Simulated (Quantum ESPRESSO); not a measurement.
# SnTe (Fm-3m) in Quantum ESPRESSO: a series of runs

Aim: see how the results for SnTe move with the level of theory and the settings. Levels: PBEsol, LDA. Tasks: band structure, single point, equation of state.

Program: Quantum ESPRESSO 7.5. These are calculated values, not measurements. Logs are shortened: lines on timing, memory, paths and dates and some standing lists are left out, and cuts for length are marked.

**Experimental background.**

From a printed reference work, textbook, for a bulk crystal of SnTe at 300 K: band gap 0.18 eV (direct).

How close the calculation comes is told below.

## 1. The crystal as given

Symmetry: Fm-3m, No. 225, cubic system. The conventional cell has a = 6.302 Å, b = 6.302 Å, c = 6.302 Å, α = 90.00°, β = 90.00°, γ = 90.00°. Around Te (site symmetry m-3m) lie 6 Sn at 3.15 Å. Around Sn (site symmetry m-3m) lie 6 Te at 3.15 Å.

## 2. Band structure, PBEsol

Input file pw.in:

```
&CONTROL
  calculation = 'scf'
  prefix = 'pwscf'
  outdir = './tmp'
  pseudo_dir = './pseudo'
  tprnfor = .true.
  tstress = .true.
  disk_io = 'low'
/
&SYSTEM
  ibrav = 0
  nat = 2
  ntyp = 2
  ecutwfc = 80
  nbnd = 22
  occupations = 'smearing'
  smearing = 'fd'
  degauss = 0.00367493
/
&ELECTRONS
  conv_thr = 4d-10
  electron_maxstep = 120
  mixing_beta = 0.5
/
ATOMIC_SPECIES
Te   127.6000 Te.upf
Sn   118.7100 Sn.upf
CELL_PARAMETERS angstrom
   0.0000000000    3.1508500000    3.1508500000
   3.1508500000    0.0000000000    3.1508500000
   3.1508500000    3.1508500000    0.0000000000
ATOMIC_POSITIONS crystal
Te     0.5000000000    0.5000000000    0.5000000000
Sn     0.0000000000    0.0000000000    0.0000000000
K_POINTS automatic
7 7 7 0 0 0
```

Input file pp_density.in:

```
&INPUTPP
  prefix = 'pwscf'
  outdir = './tmp'
  filplot = 'density.dat'
  plot_num = 0
/
&PLOT
  nfile = 1
  filepp(1) = 'density.dat'
  iflag = 3
  output_format = 6
  fileout = 'density.cube'
/
```

Input file pp_potential.in:

```
&INPUTPP
  prefix = 'pwscf'
  outdir = './tmp'
  filplot = 'potential.dat'
  plot_num = 11
/
&PLOT
  nfile = 1
  filepp(1) = 'potential.dat'
  iflag = 3
  output_format = 6
  fileout = 'potential.cube'
/
```

Input file pp_elf.in:

```
&INPUTPP
  prefix = 'pwscf'
  outdir = './tmp'
  filplot = 'elf.dat'
  plot_num = 8
/
&PLOT
  nfile = 1
  filepp(1) = 'elf.dat'
  iflag = 3
  output_format = 6
  fileout = 'elf.cube'
/
```

Input file bands.in:

```
&CONTROL
  calculation = 'bands'
  prefix = 'pwscf'
  outdir = './tmp'
  pseudo_dir = './pseudo'
  disk_io = 'low'
  verbosity = 'high'
/
&SYSTEM
  ibrav = 0
  nat = 2
  ntyp = 2
  ecutwfc = 80
  nbnd = 22
  occupations = 'smearing'
  smearing = 'fd'
  degauss = 0.00367493
/
&ELECTRONS
  conv_thr = 1d-08
  electron_maxstep = 120
  mixing_beta = 0.5
  diago_full_acc = .true.
/
ATOMIC_SPECIES
Te   127.6000 Te.upf
Sn   118.7100 Sn.upf
CELL_PARAMETERS angstrom
   0.0000000000    3.1508500000    3.1508500000
   3.1508500000    0.0000000000    3.1508500000
   3.1508500000    3.1508500000    0.0000000000
ATOMIC_POSITIONS crystal
Te     0.5000000000    0.5000000000    0.5000000000
Sn     0.0000000000    0.0000000000    0.0000000000
K_POINTS crystal
60
 0.0000000000  0.0000000000  0.0000000000 1
 0.0625000000  0.0000000000  0.0625000000 1
 0.1250000000  0.0000000000  0.1250000000 1
 0.1875000000  0.0000000000  0.1875000000 1
 0.2500000000  0.0000000000  0.2500000000 1
 0.3125000000  0.0000000000  0.3125000000 1
 0.3750000000  0.0000000000  0.3750000000 1
 0.4375000000  0.0000000000  0.4375000000 1
 0.5000000000  0.0000000000  0.5000000000 1
 0.5000000000  0.0625000000  0.5625000000 1
 0.5000000000  0.1250000000  0.6250000000 1
 0.5000000000  0.1875000000  0.6875000000 1
 0.5000000000  0.2500000000  0.7500000000 1
 0.4375000000  0.3125000000  0.7500000000 1
 0.3750000000  0.3750000000  0.7500000000 1
 0.3375000000  0.3375000000  0.6750000000 1
 0.3000000000  0.3000000000  0.6000000000 1
 0.2625000000  0.2625000000  0.5250000000 1
 0.2250000000  0.2250000000  0.4500000000 1
 0.1875000000  0.1875000000  0.3750000000 1
 0.1500000000  0.1500000000  0.3000000000 1
 0.1125000000  0.1125000000  0.2250000000 1
 0.0750000000  0.0750000000  0.1500000000 1
 0.0375000000  0.0375000000  0.0750000000 1
 0.0000000000  0.0000000000  0.0000000000 1
 0.0625000000  0.0625000000  0.0625000000 1
 0.1250000000  0.1250000000  0.1250000000 1
 0.1875000000  0.1875000000  0.1875000000 1
 0.2500000000  0.2500000000  0.2500000000 1
 0.3125000000  0.3125000000  0.3125000000 1
 0.3750000000  0.3750000000  0.3750000000 1
 0.4375000000  0.4375000000  0.4375000000 1
 0.5000000000  0.5000000000  0.5000000000 1
 0.5250000000  0.4500000000  0.5250000000 1
 0.5500000000  0.4000000000  0.5500000000 1
 0.5750000000  0.3500000000  0.5750000000 1
 0.6000000000  0.3000000000  0.6000000000 1
 0.6250000000  0.2500000000  0.6250000000 1
 0.5833333333  0.2500000000  0.6666666667 1
 0.5416666667  0.2500000000  0.7083333333 1
 0.5000000000  0.2500000000  0.7500000000 1
 0.5000000000  0.2857142857  0.7142857143 1
 0.5000000000  0.3214285714  0.6785714286 1
 0.5000000000  0.3571428571  0.6428571429 1
 0.5000000000  0.3928571429  0.6071428571 1
 0.5000000000  0.4285714286  0.5714285714 1
 0.5000000000  0.4642857143  0.5357142857 1
 0.5000000000  0.5000000000  0.5000000000 1
 0.4821428571  0.4821428571  0.5357142857 1
 0.4642857143  0.4642857143  0.5714285714 1
 0.4464285714  0.4464285714  0.6071428571 1
 0.4285714286  0.4285714286  0.6428571429 1
 0.4107142857  0.4107142857  0.6785714286 1
 0.3928571429  0.3928571429  0.7142857143 1
 0.3750000000  0.3750000000  0.7500000000 1
 0.6250000000  0.2500000000  0.6250000000 1
 0.5937500000  0.1875000000  0.5937500000 1
 0.5625000000  0.1250000000  0.5625000000 1
 0.5312500000  0.0625000000  0.5312500000 1
 0.5000000000  0.0000000000  0.5000000000 1
```

Potentials or basis: PseudoDojo 0.4.1 SR PBEsol standard.

On the command line:

```bash
> OMP_NUM_THREADS=1 pw.x -in pw.in > pw.out
> OMP_NUM_THREADS=1 pp.x -in pp_density.in > pp_density.out
> OMP_NUM_THREADS=1 pp.x -in pp_potential.in > pp_potential.out
> OMP_NUM_THREADS=1 pp.x -in pp_elf.in > pp_elf.out
> OMP_NUM_THREADS=1 pw.x -in bands.in > bands.out
```

pw.out:

```text
This program is part of the open-source Quantum ESPRESSO suite
     for quantum simulation of materials; please cite
[... 9 lines left out ...]
     --------------------
     sticks:   dense  smooth     PW     G-vecs:    dense   smooth      PW
     Sum        1555    1555    439                40821    40821    6231

     Using Slab Decomposition

     bravais-lattice index     =            0
     lattice parameter (alat)  =       8.4206  a.u.
     unit-cell volume          =     422.1918 (a.u.)^3
     number of atoms/cell      =            2
     number of atomic types    =            2
     number of electrons       =        30.00
     number of Kohn-Sham states=           22
     kinetic-energy cutoff     =      80.0000  Ry
     charge density cutoff     =     320.0000  Ry
     scf convergence threshold =      4.0E-10
     mixing beta               =       0.5000
     number of iterations used =            8  plain     mixing
     Exchange-correlation= PBESOL
                           (   1   4  10   8   0   0   0)

     celldm(1)=   8.420572  celldm(2)=   0.000000  celldm(3)=   0.000000
     celldm(4)=   0.000000  celldm(5)=   0.000000  celldm(6)=   0.000000

     crystal axes: (cart. coord. in units of alat)
               a(1) = (   0.000000   0.707107   0.707107 )
               a(2) = (   0.707107   0.000000   0.707107 )
               a(3) = (   0.707107   0.707107   0.000000 )

     reciprocal axes: (cart. coord. in units 2 pi/alat)
               b(1) = ( -0.707107  0.707107  0.707107 )
               b(2) = (  0.707107 -0.707107  0.707107 )
               b(3) = (  0.707107  0.707107 -0.707107 )

     PseudoPot. # 1 for Te read from file:
     Te.upf
     Pseudo is Norm-conserving + core correction, Zval = 16.0
     Generated using ONCVPSP code by D. R. Hamann
     Using radial grid of 1294 points,  6 beta functions with:
                l(1) =   0
                l(2) =   0
                l(3) =   1
                l(4) =   1
                l(5) =   2
                l(6) =   2

     PseudoPot. # 2 for Sn read from file:
     Sn.upf
     Pseudo is Norm-conserving + core correction, Zval = 14.0
     Generated using ONCVPSP code by D. R. Hamann
     Using radial grid of 1628 points,  6 beta functions with:
                l(1) =   0
                l(2) =   0
                l(3) =   1
                l(4) =   1
                l(5) =   2
                l(6) =   2

     atomic species   valence    mass     pseudopotential
     Te               16.00   127.60000     Te( 1.00)
     Sn               14.00   118.71000     Sn( 1.00)

     48 Sym. Ops., with inversion, found

   Cartesian axes

     site n.     atom                  positions (alat units)
         1        Te     tau(   1) = (   0.7071068   0.7071068   0.7071068  )
         2        Sn     tau(   2) = (   0.0000000   0.0000000   0.0000000  )

     number of k points=    20  Fermi-Dirac smearing, width (Ry)=  0.0037
                       cart. coord. in units 2pi/alat
        k(    1) = (   0.0000000   0.0000000   0.0000000), wk =   0.0058309
        k(    2) = (   0.1010153   0.1010153  -0.1010153), wk =   0.0466472
        k(    3) = (   0.2020305   0.2020305  -0.2020305), wk =   0.0466472
        k(    4) = (   0.3030458   0.3030458  -0.3030458), wk =   0.0466472
        k(    5) = (   0.2020305  -0.0000000   0.0000000), wk =   0.0349854
        k(    6) = (   0.3030458   0.1010153  -0.1010153), wk =   0.1399417
[... 12 lines left out ...]
        k(   19) = (  -0.1010153  -0.5050763   0.7071068), wk =   0.1399417
        k(   20) = (   0.0000000  -0.4040610   0.6060915), wk =   0.1399417

     Dense  grid:    40821 G-vectors     FFT dimensions: (  48,  48,  48)

     Initial potential from superposition of free atoms

     starting charge      29.9984, renormalised to      30.0000
     Starting wfcs are   18 randomized atomic wfcs +    4 random wfcs

     Self-consistent Calculation

     iteration #  1     ecut=    80.00 Ry     beta= 0.50
     Davidson diagonalization with overlap
     ethr =  1.00E-02,  avg # of iterations =  4.5

     Threshold (ethr) on eigenvalues was too large:
     Diagonalizing with lowered threshold

     Davidson diagonalization with overlap
     ethr =  4.82E-05,  avg # of iterations =  5.3

     total energy              =    -366.65867008 Ry
     estimated scf accuracy    <       0.01434873 Ry

     iteration #  2     ecut=    80.00 Ry     beta= 0.50
     Davidson diagonalization with overlap
     ethr =  4.78E-05,  avg # of iterations =  2.0
[... 36 lines left out ...]
     total energy              =    -366.66161941 Ry
     estimated scf accuracy    <          8.2E-10 Ry

     iteration #  8     ecut=    80.00 Ry     beta= 0.50
     Davidson diagonalization with overlap
     ethr =  2.73E-12,  avg # of iterations =  2.0

     End of self-consistent calculation

          k = 0.0000 0.0000 0.0000 (  5029 PWs)   bands (ev):

   -27.2387 -27.2387 -27.2350 -27.2350 -27.2350 -12.0049 -12.0049 -11.9998
   -11.9998 -11.9998  -3.0221   5.0789   7.6795   7.6795   7.6795  13.1679
    13.1679  13.1679  14.5505  14.5505  14.5505  16.7326

          k = 0.1010 0.1010-0.1010 (  5065 PWs)   bands (ev):

   -27.2387 -27.2387 -27.2349 -27.2349 -27.2349 -12.0059 -12.0059 -11.9995
   -11.9986 -11.9986  -2.8511   4.2120   7.7082   7.7082   8.2651  12.3225
    12.3225  12.3482  14.4974  14.9779  14.9779  17.9728
[... 79 lines left out ...]
          k =-0.0000-0.6061 0.6061 (  5104 PWs)   bands (ev):

   -27.2390 -27.2382 -27.2352 -27.2339 -27.2338 -12.0219 -12.0023 -12.0017
   -11.9899 -11.9894  -1.4145   2.8832   4.3414   6.2293   6.4822  12.4345
    13.9079  14.1911  15.8622  19.0523  19.5072  20.0660

          k = 0.4041 0.2020 0.0000 (  5091 PWs)   bands (ev):

   -27.2388 -27.2384 -27.2349 -27.2343 -27.2343 -12.0141 -12.0054 -11.9999
   -11.9935 -11.9934  -2.0211   2.6236   6.1230   7.0443   8.1656  11.3913
    12.2169  13.3012  14.3881  17.4188  18.2284  19.0866

          k =-0.2020-0.4041 0.6061 (  5099 PWs)   bands (ev):

   -27.2388 -27.2384 -27.2347 -27.2344 -27.2340 -12.0151 -12.0072 -11.9976
   -11.9944 -11.9913  -1.5925   2.0348   5.7561   6.2452   8.7554  10.5217
    13.0304  13.7872  15.0208  16.8699  18.6965  19.9402
[... 7 lines left out ...]
          k = 0.0000-0.4041 0.6061 (  5115 PWs)   bands (ev):

   -27.2389 -27.2383 -27.2347 -27.2344 -27.2338 -12.0175 -12.0058 -11.9977
   -11.9948 -11.9895  -1.3875   2.3046   4.8418   5.5647   8.5799  10.9824
    13.9097  14.8211  15.0677  16.2935  19.7590  20.4000

     the Fermi energy is     9.8471 ev

!    total energy              =    -366.66161941 Ry
     estimated scf accuracy    <          8.0E-11 Ry
     smearing contrib. (-TS)   =      -0.00000495 Ry
     internal energy E=F+TS    =    -366.66161446 Ry

     The total energy is F=E-TS. E is the sum of the following terms:
     one-electron contribution =    -147.96866075 Ry
     hartree contribution      =      88.69391318 Ry
     xc contribution           =     -92.36727925 Ry
     ewald contribution        =    -215.01958764 Ry

     convergence has been achieved in   8 iterations

     Forces acting on atoms (cartesian axes, Ry/au):

     atom    1 type  1   force =    -0.00000000   -0.00000000    0.00000000
     atom    2 type  2   force =     0.00000000    0.00000000   -0.00000000

     Total force =     0.000000     Total SCF correction =     0.000000

     Computing stress (Cartesian axis) and pressure

          total   stress  (Ry/bohr**3)                   (kbar)     P=       -3.29
  -0.00002233   0.00000000   0.00000000           -3.29        0.00        0.00
   0.00000000  -0.00002233  -0.00000000            0.00       -3.29       -0.00
   0.00000000  -0.00000000  -0.00002233            0.00       -0.00       -3.29

=------------------------------------------------------------------------------=
   JOB DONE.
=------------------------------------------------------------------------------=
```

It took 99 s on 1 thread of Arm Neoverse V1, shared host; peak memory 0.14 GiB.

Results:

| Quantity | Value |
| --- | --- |
| Free energy | -4988.6855 eV |
| Pressure | -0.3 GPa |
| Band gap along the path | 0.14 eV, direct |

Levels at the corners of the path, in eV from the Fermi level:
```
point  band 13  band 14  band 15  band 16  band 17  band 18
    Γ    -2.17    -2.17    -2.17     3.32     3.32     3.32
    X    -5.64    -3.78    -3.78     2.07     4.89     4.89
    W    -4.88    -4.88    -0.86     0.79     4.55     4.55
    K    -5.24    -3.29    -2.77     2.98     3.02     4.13
    Γ    -2.17    -2.17    -2.17     3.32     3.32     3.32
    L    -1.84    -1.84    -0.09     0.05     0.31     0.31
    U    -5.24    -3.29    -2.77     2.98     3.02     4.13
    W    -4.88    -4.88    -0.86     0.79     4.55     4.55
    L    -1.84    -1.84    -0.09     0.05     0.31     0.31
    K    -5.24    -3.29    -2.77     2.98     3.02     4.13
    U    -5.24    -3.29    -2.77     2.98     3.02     4.13
    X    -5.64    -3.78    -3.78     2.07     4.89     4.89
```

Caveat: this odd mesh misses L, where the gap lies, so gap, dielectric constants and Born charges aren't listed; spin-orbit coupling is left out, which moves the levels of the heavy elements.

## 3. Single point, LDA, 29.40 Å³/atom

Edit pw.in of step 2 so:

```diff
@@ -7,3 +7,3 @@
   tstress = .true.
-  disk_io = 'low'
+  disk_io = 'nowf'
 /
@@ -28,5 +28,5 @@
 CELL_PARAMETERS angstrom
-   0.0000000000    3.1508500000    3.1508500000
-   3.1508500000    0.0000000000    3.1508500000
-   3.1508500000    3.1508500000    0.0000000000
+   0.0000000000    3.0865288906    3.0865288906
+   3.0865288906    0.0000000000    3.0865288906
+   3.0865288906    3.0865288906    0.0000000000
 ATOMIC_POSITIONS crystal
```

Potentials or basis: PseudoDojo 0.4.1 SR LDA standard.

On the command line:

```bash
> OMP_NUM_THREADS=1 pw.x -in pw.in > pw.out
```

It took 25 s on 1 thread of Arm Neoverse V2, shared host; peak memory 0.1 GiB.

It converged, with:

* Free energy: -4985.9801 eV
* Pressure: 1.5 GPa

Caveat: this odd mesh misses L, where the gap lies, so gap, dielectric constants and Born charges aren't listed.

## 4. Single point, LDA, 30.03 Å³/atom

Edit pw.in of step 3 so:

```diff
@@ -28,5 +28,5 @@
 CELL_PARAMETERS angstrom
-   0.0000000000    3.0865288906    3.0865288906
-   3.0865288906    0.0000000000    3.0865288906
-   3.0865288906    3.0865288906    0.0000000000
+   0.0000000000    3.1082657258    3.1082657258
+   3.1082657258    0.0000000000    3.1082657258
+   3.1082657258    3.1082657258    0.0000000000
 ATOMIC_POSITIONS crystal
```

On the command line:

```bash
> OMP_NUM_THREADS=1 pw.x -in pw.in > pw.out
```

Wall time 25 s (1 thread of Arm Neoverse V2, shared host); peak memory 0.1 GiB.

The run converged. Its results:

```
Free energy : -4985.9877 eV
Pressure    : 0.4 GPa
```

Caveat: this odd mesh misses L, where the gap lies, so gap, dielectric constants and Born charges aren't listed.

## 5. Single point, LDA, 30.66 Å³/atom

Edit pw.in of step 4 so:

```diff
@@ -28,5 +28,5 @@
 CELL_PARAMETERS angstrom
-   0.0000000000    3.1082657258    3.1082657258
-   3.1082657258    0.0000000000    3.1082657258
-   3.1082657258    3.1082657258    0.0000000000
+   0.0000000000    3.1297027185    3.1297027185
+   3.1297027185    0.0000000000    3.1297027185
+   3.1297027185    3.1297027185    0.0000000000
 ATOMIC_POSITIONS crystal
```

On the command line:

```bash
> OMP_NUM_THREADS=1 pw.x -in pw.in > pw.out
```

It took 26 s on 1 thread of Arm Neoverse V2, shared host; peak memory 0.1 GiB.

Results (log left out):

```yaml
Free_energy: -4985.9868 eV
Pressure: -0.6 GPa
```

Caveat: this odd mesh misses L, where the gap lies, so gap, dielectric constants and Born charges aren't listed.

## 6. Single point, LDA, 31.28 Å³/atom

Edit pw.in of step 5 so:

```diff
@@ -28,5 +28,5 @@
 CELL_PARAMETERS angstrom
-   0.0000000000    3.1297027185    3.1297027185
-   3.1297027185    0.0000000000    3.1297027185
-   3.1297027185    3.1297027185    0.0000000000
+   0.0000000000    3.1508500000    3.1508500000
+   3.1508500000    0.0000000000    3.1508500000
+   3.1508500000    3.1508500000    0.0000000000
 ATOMIC_POSITIONS crystal
```

Potentials or basis: PseudoDojo 0.4.1 SR LDA standard.

On the command line:

```bash
> OMP_NUM_THREADS=1 pw.x -in pw.in > pw.out
```

It took 26 s on 1 thread of Arm Neoverse V2, shared host; peak memory 0.1 GiB.

Results (log left out):

```yaml
Free_energy: -4985.9783 eV
Pressure: -1.6 GPa
```

Caveat: this odd mesh misses L, where the gap lies, so gap, dielectric constants and Born charges aren't listed.

## 7. Single point, LDA, 31.91 Å³/atom

Edit pw.in of step 6 so:

```diff
@@ -28,5 +28,5 @@
 CELL_PARAMETERS angstrom
-   0.0000000000    3.1508500000    3.1508500000
-   3.1508500000    0.0000000000    3.1508500000
-   3.1508500000    3.1508500000    0.0000000000
+   0.0000000000    3.1717171644    3.1717171644
+   3.1717171644    0.0000000000    3.1717171644
+   3.1717171644    3.1717171644    0.0000000000
 ATOMIC_POSITIONS crystal
```

On the command line:

```bash
> OMP_NUM_THREADS=1 pw.x -in pw.in > pw.out
```

It took 31 s on 1 thread of Arm Neoverse V2, shared host; peak memory 0.1 GiB.

The run converged. Its results:

| Quantity | Value |
| --- | --- |
| Free energy | -4985.9630 eV |
| Pressure | -2.4 GPa |

Caveat: this odd mesh misses L, where the gap lies, so gap, dielectric constants and Born charges aren't listed.

## 8. Single point, LDA, 32.53 Å³/atom

Edit pw.in of step 7 so:

```diff
@@ -28,5 +28,5 @@
 CELL_PARAMETERS angstrom
-   0.0000000000    3.1717171644    3.1717171644
-   3.1717171644    0.0000000000    3.1717171644
-   3.1717171644    3.1717171644    0.0000000000
+   0.0000000000    3.1923133075    3.1923133075
+   3.1923133075    0.0000000000    3.1923133075
+   3.1923133075    3.1923133075    0.0000000000
 ATOMIC_POSITIONS crystal
```

On the command line:

```bash
> OMP_NUM_THREADS=1 pw.x -in pw.in > pw.out
```

It took 32 s on 1 thread of Arm Neoverse V2, shared host; peak memory 0.1 GiB.

Results (log left out):

```yaml
Free_energy: -4985.9417 eV
Pressure: -3.1 GPa
```

Caveat: this odd mesh misses L, where the gap lies, so gap, dielectric constants and Born charges aren't listed.

## 9. Single point, LDA, 33.16 Å³/atom

Edit pw.in of step 8 so:

```diff
@@ -28,5 +28,5 @@
 CELL_PARAMETERS angstrom
-   0.0000000000    3.1923133075    3.1923133075
-   3.1923133075    0.0000000000    3.1923133075
-   3.1923133075    3.1923133075    0.0000000000
+   0.0000000000    3.2126470615    3.2126470615
+   3.2126470615    0.0000000000    3.2126470615
+   3.2126470615    3.2126470615    0.0000000000
 ATOMIC_POSITIONS crystal
```

Potentials or basis: PseudoDojo 0.4.1 SR LDA standard.

On the command line:

```bash
> OMP_NUM_THREADS=1 pw.x -in pw.in > pw.out
```

Wall time 32 s (1 thread of Arm Neoverse V2, shared host); peak memory 0.1 GiB.

The run converged. Its results:

```yaml
Free_energy: -4985.9150 eV
Pressure: -3.8 GPa
```

Caveat: this odd mesh misses L, where the gap lies, so gap, dielectric constants and Born charges aren't listed.

## 10. Equation of state, LDA

This step only gathers the single runs of the series.

Results:

```
Equilibrium volume                      : 30.27 Å³/atom
Bulk modulus                            : 50 GPa
Pressure derivative of the bulk modulus : 4.5
```

Energy against volume, from the lowest point:
| volume (Å³/atom) | energy (meV/atom) |
| --- | --- |
| 29.404 | 3.78 |
| 30.030 | 0.00 |
| 30.656 | 0.46 |
| 31.281 | 4.71 |
| 31.907 | 12.34 |
| 32.532 | 23.00 |
| 33.158 | 36.36 |

Caveat: this odd mesh misses L, where the gap lies, so gap, dielectric constants and Born charges aren't listed. Zero-point motion and thermal expansion aren't in these numbers.

## 11. Against experiment

Step 2. A measured gap of SnTe is 0.18 eV (direct; 300 K; a printed reference work, textbook); the calculated 0.14 eV misses it by -0.04 eV. Spin-orbit coupling on Sn, Te is left out. The value is that of PBEsol, without temperature or zero-point motion. Semilocal functionals fall short of measured gaps as a rule.
